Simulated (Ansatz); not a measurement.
# BaHfO3: the cost of one run

Computed with Ansatz 0.2.0 (DFT PBE, scalar-relativistic, plane waves, PAW, unless a step's input says otherwise).

2 further runs of the same task are left out: 1 that didn't finish, 1 set aside as unsound or not needed.

### 1 The starting structure

It takes space group Pm-3m (No. 221, cubic). Conventional cell: a = 4.206 Å, b = 4.206 Å, c = 4.206 Å, α = 90.00°, β = 90.00°, γ = 90.00°. Ba (site symmetry m-3m) is surrounded by 12 O at 2.97 Å. Hf (site symmetry m-3m) has 6 O at 2.10 Å as nearest neighbours. O (site symmetry 4/mmm) has 2 Hf at 2.10 Å and 4 Ba at 2.97 Å as nearest neighbours.

Structure file:

```
Ba Hf O
1.0
     4.20612    0.00000    0.00000
     0.00000    4.20612    0.00000
     0.00000    0.00000    4.20612
Ba Hf O
1 1 3
Direct
  0.50000 0.50000 0.50000
  0.00000 0.00000 0.00000
  0.00000 0.50000 0.00000
  0.50000 0.00000 0.00000
  0.00000 0.00000 0.50000
```

It is the end of an earlier relaxation with the same method, from a generated guess; it needn't be the stable form of this composition. At a tolerance of 0.02 Å it has space group Pm-3m (No. 221); it has 14.88 Å³/atom, an uncorrected energy of -3.32 eV/atom over the elements.

### 2 Bands, states and charges

input.yaml

```yaml
crystal:
  lattice:
    - [4.2061183603, 0.0, 0.0]
    - [0.0, 4.2061183603, 0.0]
    - [0.0, 0.0, 4.2061183603]
  atoms:
    - { symbol: Ba, position: [0.5, 0.5, 0.5] }
    - { symbol: Hf, position: [0.0, 0.0, 0.0] }
    - { symbol: O, position: [0.0, 0.5, 0.0] }
    - { symbol: O, position: [0.5, 0.0, 0.0] }
    - { symbol: O, position: [0.0, 0.0, 0.5] }
basis:
  ecutwfc: 420
kpoints:
  mp_grid: { grid: [6, 6, 6] }
  band_path:
    path:
      - [[0.0, 0.0, 0.0], [0.0, 0.5, 0.0], [0.5, 0.5, 0.0], [0.0, 0.0, 0.0], [0.5, 0.5, 0.5], [0.0, 0.5, 0.0]]
      - [[0.5, 0.5, 0.5], [0.5, 0.5, 0.0]]
    npoints: 14
hamiltonian:
  xc: pbe
scf:
  occupations: { method: gaussian, width: 0.02 }
  n_extra_bands: 12
output:
  forces: true
  stress: true
  eigenvalues: true
  populations: true
  dos: { projected: true, de: 0.02, nscf_kmesh: { grid: [9, 9, 9] } }
  bader: true
  write_density: true
  write_potential: true
  elf: true
  volumetric_format: npy
```

Launch:

```console
ansatz run input.yaml --threads 1 --pin off --max-ram 2560MiB --backend cpu --events-out ev --progress --plain --runs-dir out
```

Q: Estimate wall time and peak memory on 1 thread of Arm Neoverse V1, shared host.

About 42 s, with a peak of 0.41 GiB.
